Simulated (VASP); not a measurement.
Set up this calculation in VASP 6.6.1, as the native input.

```
Task                   : single point
Functional             : PBE
Potentials or basis    : VASP PAW PBE potentials, release 64 (Ba_sv, Zr_sv, O)
Cutoff                 : 520 eV
k mesh                 : 6 × 6 × 6
Occupations            : gaussian, width 0.05 eV
Spin                   : no spin polarisation
Dipole correction      : no
Further INCAR settings : ALGO = Normal; EDIFF = 1e-07; NBANDS = 28
```

The structure of BaZrO3 lies in POSCAR:

```
BaZrO3
1.0
    4.2253632632      0.0000000000      0.0000000000
    0.0000000000      4.2253632632      0.0000000000
    0.0000000000      0.0000000000      4.4340962084
Ba Zr O
1 1 3
Direct
    0.5000000000      0.5000000000      0.5000000000
    0.0000000000      0.0000000000      0.0000000000
    0.5000000000      0.0000000000      0.0000000000
    0.0000000000      0.5000000000      0.0000000000
    0.0000000000      0.0000000000      0.5000000000
```

The cell isn't the ideal one: volume 15.833 Å^3 an atom, c/a of the conventional cell 1.0494.

One way to write it, as run:

INCAR

```
SYSTEM = BaZrO3
  ALGO = Normal
  EDIFF = 1E-7
  ENCUT = 520
  GGA = PE
  ISIF = 2
  ISMEAR = 0
  LASPH = .TRUE.
  LCHARG = .FALSE.
  LREAL = .FALSE.
  LWAVE = .FALSE.
  NBANDS = 28
  NELM = 60
  PREC = Accurate
  SIGMA = 0.05
```

KPOINTS

```
k-points
0
G
  6 6 6
  0 0 0
```

Potentials or basis: VASP PAW PBE potentials, release 64 (Ba_sv, Zr_sv, O).

Launch:

```bash
$ cat potpaw_PBE.64/Ba_sv/POTCAR potpaw_PBE.64/Zr_sv/POTCAR potpaw_PBE.64/O/POTCAR > POTCAR
$ mpirun -np 1 vasp_std > vasp.out
```

It gave:

* Pressure: -5.1 GPa
* Band gap on the k mesh: 2.93 eV, indirect (least direct gap 3.23 eV)

Caveat: spin-orbit coupling is left out, which moves the levels of the heavy elements.

Run time: 51 s on 1 thread of Intel(R) Xeon(R) Platinum 8559C (Emerald Rapids) (shared host), peak memory 0.23 GiB.
